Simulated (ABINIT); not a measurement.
A run of ABINIT 10.8.3 (patched build) is set up as follows.

run.abi

```
# Pseudopotentials
pp_dirpath "./"
pseudos "Ga.GGA_PBE-JTH.xml, N.GGA_PBE-JTH.xml"

# Structure
acell 3*1.0
rprim
     0.0000000000     4.2584989699     4.2584989699
     4.2584989699     0.0000000000     4.2584989699
     4.2584989699     4.2584989699     0.0000000000
ntypat 2
znucl 31 7
natom 2
typat 1 2
xred
     0.0000000000     0.0000000000     0.0000000000
     0.2500000000     0.2500000000     0.2500000000

# Plane-wave basis
ecut 20.0
pawecutdg 40.0

# k points
kptopt 1
ngkpt 8 8 8
nshiftk 1
shiftk 0.0 0.0 0.0

# Exchange and correlation
ixc -116133

# Bands and occupations
nband 13
occopt 3
tsmear 0.05 eV

# SCF cycle
nstep 100
tolvrs 1.0e-9

# Output
iomode 3
prtwf 0
prtden 0
prteig 0
prtebands 0
enunit 1
```

Potentials or basis: JTH PAW PBE v2.0.

Run with:

```sh
$ abinit run.abi > log 2>&1
```

Question: Estimate the band gap on the k mesh.

Answer: 1.65 eV, direct.

**Measured values to compare with.**

A printed reference work, textbook reports, for a bulk crystal of GaN at 0 K: band gap 3.299 eV (direct).

A measured gap of GaN is 3.299 eV (direct; 0 K; a printed reference work, textbook); the calculated 1.65 eV misses it by -1.65 eV. Spin-orbit coupling on Ga is left out. The value is that of PBEsol, without temperature or zero-point motion. Semilocal functionals fall short of measured gaps as a rule. The cell is a database's relaxed one, not the measured one, which moves gaps too.
